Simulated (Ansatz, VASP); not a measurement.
**One calculation of Ru, two programs**

```
CELL_PARAMETERS angstrom
2.60471 0.00000 0.00000
-1.30236 2.25575 0.00000
0.00000 0.00000 4.46187
ATOMIC_POSITIONS crystal
Ru 0.33333 0.66667 0.25000
Ru 0.66667 0.33333 0.75000
```

Alike in both runs: task single point; functional PBEsol; k mesh 21 × 21 × 12; occupations gaussian, width 0.15 eV; no spin polarisation.

```csv
,VASP,Ansatz
version,VASP 6.6.1,Ansatz 0.2.0
potentials or method,"VASP PAW PBE potentials, release 64 (Ru_pv)","scalar-relativistic, plane waves, PAW"
plane-wave cutoff (eV),520,420
valence electrons in the cell,28,32
```

VASP gave:

```
gap on the k mesh at the Fermi level (eV)       : none
pressure (GPa)                                  : 7.5
largest component of the traceless stress (GPa) : 28.45
```

Task: What did Ansatz give for the same quantities?

Result: gap on the k mesh at the Fermi level (eV): none; pressure (GPa): 7.5; largest component of the traceless stress (GPa): 28.48.

A gap of «none» marks a metal or a gap that the smearing closes. The two sets of potentials don't hold the same shells in valence. Ansatz warned: «pseudo_functional_mismatch».

Caveats: the PAW data sets were made with another functional, which shifts forces and pressure a little (VASP).
